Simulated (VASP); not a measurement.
Input of a VASP 6.6.1 run:

File INCAR:

```
SYSTEM = Zn
  ALGO = Normal
  EDIFF = 1E-7
  EDIFFG = -0.01
  ENCUT = 600
  GGA = CA
  IBRION = 2
  ISIF = 4
  ISMEAR = 1
  LASPH = .True.
  LCHARG = .False.
  LREAL = .False.
  LWAVE = .False.
  NELM = 80
  NSW = 40
  PREC = Accurate
  SIGMA = 0.1
```

KPOINTS

```
k-points
0
Gamma
  18 18 8
  0 0 0
```

Contents of POSCAR:

```
Zn                                      
1.0
    2.5416903431     -0.0000000000     -0.0000000000
   -1.2708451715      2.2011684057      0.0000000000
    0.0000000000     -0.0000000000      4.8130088609
  Zn            
     2
Direct
     0.3333333332999970    0.6666666667000030    0.2500000000000000
     0.6666666667000030    0.3333333332999970    0.7500000000000000
```

Potentials or basis: VASP PAW LDA potentials, release 64 (Zn).

Command:

```bash
$ cat potpaw_LDA.64/Zn/POTCAR > POTCAR
$ mpirun -np 1 vasp_std > vasp.out
```

Q: Estimate the band gap on the k mesh.

A: None (metal or under the smearing width).

Q: What does it give for the energy gained by relaxing?

A: 0.6 meV/atom.

Stress tensor (GPa, compression positive):
```
1.57 0.00 0.00
0.00 1.57 0.00
0.00 0.00 1.67
```
